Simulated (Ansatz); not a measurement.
Theory: Ansatz, DFT PBE, scalar-relativistic, plane waves, PAW. All cells share a 420 eV cutoff and Γ-centred k meshes spaced at most about 0.3 Å⁻¹ (about 0.25 or finer for metals, 2π included). No spin polarisation in the final relaxations.

All energies are static (0 K, no zero-point motion). All come from trial cells, and lower structures may exist.

Problem. Order these relaxed structures of Ge by energy, lowest first, with the energy over the lowest of them.
A.

```cif
data_structure
_symmetry_space_group_name_H-M 'P6/mmm'
_symmetry_Int_Tables_number 191
_cell_length_a 8.3218
_cell_length_b 8.3218
_cell_length_c 2.7957
_cell_angle_alpha 90.000
_cell_angle_beta 90.000
_cell_angle_gamma 120.000
_cell_volume 167.67
loop_
_atom_site_label
_atom_site_type_symbol
_atom_site_symmetry_multiplicity
_atom_site_Wyckoff_symbol
_atom_site_fract_x
_atom_site_fract_y
_atom_site_fract_z
_atom_site_occupancy
Ge1 Ge 6 j 0.33478 0.00000 0.00000 1
Ge2 Ge 2 d 0.33333 0.66667 0.50000 1
```

B.

```cif
data_structure
_symmetry_space_group_name_H-M 'R-3m:H'
_symmetry_Int_Tables_number 166
_cell_length_a 3.8778
_cell_length_b 3.8778
_cell_length_c 28.1844
_cell_angle_alpha 90.000
_cell_angle_beta 90.000
_cell_angle_gamma 120.000
_cell_volume 367.04
loop_
_atom_site_label
_atom_site_type_symbol
_atom_site_symmetry_multiplicity
_atom_site_Wyckoff_symbol
_atom_site_fract_x
_atom_site_fract_y
_atom_site_fract_z
_atom_site_occupancy
Ge1 Ge 6 c 0.00000 0.00000 0.85997 1
Ge2 Ge 6 c 0.66667 0.33333 0.91495 1
Ge3 Ge 6 c 0.33333 0.66667 0.97286 1
```

Solution. B (0 meV/atom), A (64 meV/atom). Forms: B R-3m; A P6/mmm. Counting all near atoms (those within 1.25 times the shortest such distance or 1.15 times the sum of covalent radii, 1.27 where that leaves under three; a plus sign parts nearer from farther groups; a slash parts the counts of unlike sites): B has Ge 6/6+1; A has Ge 5+4/2+12.

Cells relaxed within their symmetry can be saddle points. The part of the Crystallography Open Database at hand lists Ge in space groups No. 64, 96, 227; no cell shown has one of them. Some structure types and database cells were kept out of the candidates from the start, so a known form may be missing.
